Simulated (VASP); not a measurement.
# KI (Fm-3m) in VASP: single point with PBE0

Aim: the single point of KI with PBE0.

All numbers are computed with VASP 6.6.1; they aren't measurements. Logs are shortened: lines on timing, memory, paths and dates and some standing lists are left out, and cuts for length are marked.

**Experimental background.**

From a printed reference work, monograph, for a bulk crystal of KI: band gap 6.32 eV.

The results are compared with them further down.

### Step 1. The cell of the first run

It takes space group Fm-3m (No. 225, cubic). Conventional cell: a = 7.092 Å, b = 7.092 Å, c = 7.092 Å, α = 90.00°, β = 90.00°, γ = 90.00°. Within 4.7 Å of K (site symmetry m-3m) lie 6 I at 3.55 Å. I (site symmetry m-3m) has 6 K at 3.55 Å within 4.7 Å.

### Step 2. Single point, PBE0

POSCAR reads:

```
KI
1.0
    0.0000000000      3.5462007500      3.5462007500
    3.5462007500      0.0000000000      3.5462007500
    3.5462007500      3.5462007500      0.0000000000
K I
1 1
Direct
    0.0000000000      0.0000000000      0.0000000000
    0.5000000000      0.5000000000      0.5000000000
```

INCAR.step1 reads:

```
SYSTEM = KI
PREC = Accurate ; ENCUT = 520
EDIFF = 1E-5 ; ISMEAR = -1
SIGMA = 0.02 ; LREAL = .FALSE.
LASPH = .TRUE. ; NELM = 100
ALGO = Normal ; ISIF = 2
LWAVE = .TRUE. ; LCHARG = .FALSE.
GGA = PE ; NBANDS = 15
```

INCAR.step2 reads:

```
SYSTEM = KI
PREC = Accurate ; ENCUT = 520
EDIFF = 1E-6 ; ISMEAR = -1
SIGMA = 0.02 ; LREAL = .FALSE.
LASPH = .TRUE. ; NELM = 100
ALGO = Normal ; ISIF = 2
LWAVE = .FALSE. ; LCHARG = .FALSE.
GGA = PE ; LHFCALC = .TRUE.
AEXX = 0.25 ; PRECFOCK = Normal
ISTART = 1 ; NBANDS = 15
```

KPOINTS reads:

```
regular mesh
0
G
  6 6 6
  0 0 0
```

Potentials or basis: VASP PAW PBE potentials, release 64 (K_sv, I).

On the command line:

```
$ cat potpaw_PBE.64/K_sv/POTCAR potpaw_PBE.64/I/POTCAR > POTCAR
$ cp INCAR.step1 INCAR
$ mpirun -np 1 vasp_std > vasp.out
$ cp INCAR.step2 INCAR
$ mpirun -np 1 vasp_std > vasp.out
```

OUTCAR:

```text
SYSTEM = KI
   PREC = Accurate
   ENCUT = 520
   EDIFF = 1E-6
   ISMEAR = -1
   LREAL = .FALSE.
   LASPH = .TRUE.
   NELM = 100
   ISIF = 2
   GGA = PE
   LHFCALC = .TRUE.
   AEXX = 0.25
   PRECFOCK = Normal
   ISTART = 1

 ion  position               nearest neighbor table
   1  0.000  0.000  0.000-   2 3.55   2 3.55   2 3.55   2 3.55   2 3.55   2 3.55
   2  0.500  0.500  0.500-   1 3.55   1 3.55   1 3.55   1 3.55   1 3.55   1 3.55

  LATTYP: Found a face centered cubic cell.
 ALAT       =     7.0924015000

  Lattice vectors:

 A1 = (   0.0000000000,   3.5462007500,   3.5462007500)
 A2 = (   3.5462007500,   0.0000000000,   3.5462007500)
 A3 = (   3.5462007500,   3.5462007500,   0.0000000000)

Analysis of symmetry for initial positions (statically):
=====================================================================
 Subroutine PRICEL returns:
 Original cell was already a primitive cell.

 Routine SETGRP: Setting up the symmetry group for a
 face centered cubic supercell.

 Subroutine GETGRP returns: Found 48 space group operations
 (whereof 48 operations were pure point group operations)
 out of a pool of 48 trial point group operations.

The static configuration has the point symmetry O_h .

Analysis of symmetry for dynamics (positions and initial velocities):
=====================================================================
 Subroutine PRICEL returns:
 Original cell was already a primitive cell.

 Routine SETGRP: Setting up the symmetry group for a
 face centered cubic supercell.

 Subroutine GETGRP returns: Found 48 space group operations
 (whereof 48 operations were pure point group operations)
 out of a pool of 48 trial point group operations.

The dynamic configuration has the point symmetry O_h .

 Subroutine INISYM returns: Found 48 space group operations
 (whereof 48 operations are pure point group operations),
 and found     1 'primitive' translations

----------------------------------------------------------------------------------------

                                     Primitive cell

  volume of cell :      89.1908

  direct lattice vectors                    reciprocal lattice vectors
     0.000000000  3.546200750  3.546200750    -0.140995966  0.140995966  0.140995966
     3.546200750  0.000000000  3.546200750     0.140995966 -0.140995966  0.140995966
     3.546200750  3.546200750  0.000000000     0.140995966  0.140995966 -0.140995966

  length of vectors
[... 90 lines left out ...]
   IALGO  =     38    algorithm
   IMIX   =      1    mixing-type and parameters
     AMIX     =   0.40;   BMIX     =  1.00
     AMIX_MAG =   1.60;   BMIX_MAG =  1.00
  volume/ion in A,a.u.               =      44.60       300.94
  Fermi-wavevector in a.u.,A,eV,Ry     =   0.923297  1.744779 11.598663  0.852478
  Thomas-Fermi vector in A             =   2.048918
   LORBIT       =      0    0 simple, 1 ext, 2 COOP (PROOUT), +10 PAW based schemes
   GGA     = PE    functional components
   LHFCALC =     T    Hartree Fock is set to
   PRECFOCK=normal    Normal, Fast or Accurate (Low or Medium for compatibility)
   ENCUT4O =  -1.0   cutoff for four orbital integrals eV
   NKREDX  =     1    reduce k-point grid by
   NKREDY  =     1    reduce k-point grid by
   NKREDZ  =     1    reduce k-point grid by
   AEXX    =    0.2500 exact exchange contribution
   HFSCREEN=    0.0000 screening length (either q_TF or 0.3 A-1)
   HFSCREENC=   0.0000 screening length for correlation (either q_TF or 0.3 A-1)
   ENCUTFOCK=  -1.0 apply spherical cutoff to Coloumb kernel
   IVDW    =     0    specifies the selected vdW correction
   LEPSILON=     F    determine dielectric tensor
   LRPA    =     F    only Hartree local field effects (RPA)
 non-spin polarized calculation
  energy-cutoff  :      520.00
  volume of cell :       89.19
 maximum number of plane-waves:      2424
 NGX is ok and might be reduce to    40
  NGX = 28; NGY = 28; NGZ = 28

 number of electron      15.9999999 magnetization

 Free energy of the ion-electron system (eV)
  ---------------------------------------------------
  ext. energy  EPLUGINS =         0.00000000
  ---------------------------------------------------
  free energy    TOTEN  =        -6.90508171 eV

  energy without entropy =       -6.90508171  energy(sigma->0) =       -6.90508171

 E-fermi :  -1.0800     XC(G=0):  -5.6363

 val. band max:       -1.5804754172   @ k =   0.0000   0.0000   0.0000
 cond. band min:       4.0390729129   @ k =   0.0000   0.0000   0.0000
 fundamental gap:      5.6195483301
 Fermi energy:        -1.0799963555

 k-point     1 :       0.0000    0.0000    0.0000
  band No.  band energies     occupation
      1     -32.4782      2.00000
      2     -14.5980      2.00000
      3     -14.5980      2.00000
      4     -14.5980      2.00000
      5     -12.9978      2.00000
      6      -1.5805      2.00000
      7      -1.5805      2.00000
      8      -1.5805      2.00000
      9       4.0391      0.00000
     10       6.8025      0.00000
     11       6.8025      0.00000
     12       6.8025      0.00000
     13       7.6435      0.00000
     14       7.6435      0.00000
[... 257 lines left out ...]
      2     -14.6417      2.00000
      3     -14.6369      2.00000
      4     -14.6233      2.00000
      5     -12.7879      2.00000
      6      -2.5232      2.00000
      7      -2.1871      2.00000
      8      -2.1553      2.00000
      9       5.8475      0.00000
     10       6.6123      0.00000
     11       7.6535      0.00000
     12       8.7240      0.00000
     13       9.1045      0.00000
     14      10.3689      0.00000
     15      10.6168      0.00000

------------------------ aborting loop because EDIFF is reached ----------------------------------------

  FORCE on cell =-STRESS in cart. coord.  units (eV):
  Direction    XX          YY          ZZ          XY          YZ          ZX
  --------------------------------------------------------------------------------------
  -------------------------------------------------------------------------------------
  Total        0.1297177      0.1297177      0.1297177      0.0000000     -0.0000000     -0.0000000
  in kB        2.3301818      2.3301818      2.3301818      0.0000000     -0.0000000     -0.0000000
  external PRESSURE =       2.3301818 kB  Pullay stress =       0.0000000 kB

 VOLUME and BASIS-vectors are now :
 -----------------------------------------------------------------------------
  energy-cutoff  :      520.00
  volume of cell :       89.19
      direct lattice vectors                 reciprocal lattice vectors
     0.000000000  3.546200750  3.546200750    -0.140995966  0.140995966  0.140995966
     3.546200750  0.000000000  3.546200750     0.140995966 -0.140995966  0.140995966
     3.546200750  3.546200750  0.000000000     0.140995966  0.140995966 -0.140995966

 POSITION                                       TOTAL-FORCE (eV/Angst)
 -----------------------------------------------------------------------------------
      0.00000      0.00000      0.00000         0.000000      0.000000      0.000000
      3.54620      3.54620      3.54620         0.000000     -0.000000      0.000000
 -----------------------------------------------------------------------------------
    total drift:                                0.000000      0.000000     -0.000000

  FREE ENERGIE OF THE ION-ELECTRON SYSTEM (eV)
  ---------------------------------------------------
  free  energy   TOTEN  =        -6.9050817109 eV

  energy  without entropy=       -6.9050817109  energy(sigma->0) =       -6.90508171
```

OUTCAR.step1:

```text
SYSTEM = KI
   PREC = Accurate
   ENCUT = 520
   EDIFF = 1E-5
   ISMEAR = -1
   LREAL = .FALSE.
[... 499 lines left out ...]
      0.00000      0.00000      0.00000         0.000000      0.000000      0.000000
      3.54620      3.54620      3.54620         0.000000      0.000000      0.000000
 -----------------------------------------------------------------------------------
    total drift:                                0.000000     -0.000000     -0.000000

  FREE ENERGIE OF THE ION-ELECTRON SYSTEM (eV)
  ---------------------------------------------------
  free  energy   TOTEN  =        -5.5598545952 eV

  energy  without entropy=       -5.5598545952  energy(sigma->0) =       -5.55985460
```

OSZICAR.step1:

```text
N       E                     dE             d eps       ncg     rms          rms(c)
DAV:   1     0.906824695035E+02    0.90682E+02   -0.62409E+03   480   0.890E+02
DAV:   2    -0.815419714963E-01   -0.90764E+02   -0.83913E+02   636   0.219E+02
DAV:   3    -0.534463675521E+01   -0.52631E+01   -0.52402E+01   627   0.446E+01
DAV:   4    -0.564123750420E+01   -0.29660E+00   -0.29651E+00   828   0.909E+00
DAV:   5    -0.564255573044E+01   -0.13182E-02   -0.13182E-02   655   0.701E-01    0.299E+00
DAV:   6    -0.555805995996E+01    0.84496E-01   -0.95296E-02   627   0.177E+00    0.214E+00
DAV:   7    -0.555394201478E+01    0.41179E-02   -0.11578E-01   627   0.169E+00    0.786E-01
DAV:   8    -0.555924389433E+01   -0.53019E-02   -0.12304E-02   508   0.714E-01    0.129E-01
DAV:   9    -0.555969603054E+01   -0.45214E-03   -0.10472E-03   648   0.185E-01    0.760E-02
DAV:  10    -0.555980901766E+01   -0.11299E-03   -0.12828E-04   592   0.632E-02    0.213E-02
DAV:  11    -0.555985483949E+01   -0.45822E-04   -0.63426E-05   543   0.467E-02    0.192E-02
DAV:  12    -0.555985459520E+01    0.24429E-06   -0.27178E-06   527   0.133E-02
   1 F= -.55598546E+01 E0= -.55598546E+01  d E =-.105316E-10
```

Wall time 36 min (1 thread of Intel Xeon Platinum 8488C (Sapphire Rapids), shared host); peak memory 0.28 GiB.

Results:

```
Free energy            : -6.9051 eV
Pressure               : 0.2 GPa
Band gap on the k mesh : 5.62 eV
```

Levels at points of the mesh, in eV from the valence-band top:
```tsv
k point	band 4	band 5	band 6	band 7	band 8	band 9	band 10	band 11	band 12	band 13
(0.00, 0.00, 0.00)	-13.02	-11.42	0.00	0.00	0.00	5.62	8.38	8.38	8.38	9.22
(0.50, 0.00, 0.00)	-13.02	-11.11	-1.40	-0.35	-0.35	7.18	9.61	9.95	9.95	10.86
(0.50, 0.50, 0.00)	-13.04	-11.25	-1.08	-0.40	-0.40	6.67	7.54	10.22	10.58	10.89
```

Caveat: the PAW data sets were made with another functional, which shifts forces and pressure a little; spin-orbit coupling is left out, which moves the levels of the heavy elements.

### Step 3. Comparison with measurements

Step 2. A measured gap of KI is 6.32 eV (a printed reference work, monograph); the calculated 5.62 eV misses it by -0.70 eV. Spin-orbit coupling on I is left out. The value is that of PBE0, without temperature or zero-point motion.
